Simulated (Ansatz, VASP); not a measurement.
## Rh in VASP and in Ansatz

```
Rh
1.0
     0.00000    1.92657    1.92657
     1.92657    0.00000    1.92657
     1.92657    1.92657    0.00000
Rh
1
Direct
  0.00000 0.00000 0.00000
```

Change from the starting cell: volume scaled by 1.04.

Alike in both runs: task single point; functional PBEsol; k mesh 16 × 16 × 16; occupations fermi-dirac, width 0.08 eV; no spin polarisation.

|  | VASP | Ansatz |
| --- | --- | --- |
| version | VASP 6.6.1 | Ansatz 0.2.0 |
| potentials or method | VASP PAW PBE potentials, release 64 (Rh_pv), cutoff 520 eV | all-electron LAPW, scalar-relativistic |

|  | VASP | Ansatz | Ansatz less VASP |
| --- | --- | --- | --- |
| pressure (GPa) | -14.5 | -14.4 | +0.06 |

Ansatz ran all-electron here, so the differences hold the error of VASP's frozen core and of both bases.

Caveats: the PAW data sets were made with another functional, which shifts forces and pressure a little (VASP).
